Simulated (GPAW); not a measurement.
Crystal: CdSe.

```xyz
2
Lattice="0.0000 3.0703 3.0703 3.0703 0.0000 3.0703 3.0703 3.0703 0.0000" Properties=species:S:1:pos:R:3 pbc="T T T"
Cd    0.0000    0.0000    0.0000
Se    1.5351    1.5351    1.5351
```

Measurements of this composition are mostly on another form, of space group No. 186.

```yaml
Program: GPAW 26.7.0
Task: relaxation of cell and atoms
Functional: PBEsol
Potentials_or_basis: PAW data sets generated in the run's folder for this functional
Cutoff: 600 eV
Basis: pw
k_mesh: 8 × 8 × 8
Occupations: fermi-dirac, width 0.05 eV
Spin: no spin polarisation
```

At the start: pressure -1.6 GPa; volume 28.94 Å³/atom.

How do energy, volume and symmetry change on relaxing?

Over 11 steps the energy falls by 4.6 meV/atom and the volume is 27.99 Å³/atom (-3.3 %); space group F-43m (No. 216, to 0.05 Å).

Step by step:
| step | energy change (eV) | largest force (eV/Å) | pressure (GPa) | volume (Å³) |
| --- | --- | --- | --- | --- |
| 1 | 0.0000 | 0.0000 | -1.59 | 57.88 |
| 2 | -0.0023 | 0.0000 | -1.39 | 57.64 |
| 3 | -0.0057 | 0.0000 | -1.01 | 57.17 |
| 4 | -0.0085 | 0.0000 | -0.48 | 56.56 |
| 5 | -0.0092 | 0.0000 | 0.14 | 55.89 |
| 6 | -0.0092 | 0.0000 | 0.14 | 55.89 |
| 7 | -0.0092 | 0.0000 | 0.13 | 55.90 |
| 8 | -0.0092 | 0.0000 | 0.11 | 55.92 |
| 9 | -0.0092 | 0.0000 | 0.10 | 55.94 |
| 10 | -0.0093 | 0.0000 | 0.07 | 55.96 |
| 11 | -0.0093 | 0.0000 | 0.05 | 55.99 |

Final structure:
```
Cd Se
1.0
     0.00000    3.03632    3.03632
     3.03632    0.00000    3.03632
     3.03632    3.03632    0.00000
Cd Se
1 1
Direct
  0.00000 0.00000 0.00000
  0.25000 0.25000 0.25000
```

Caveat: later steps reuse the first step's grids.
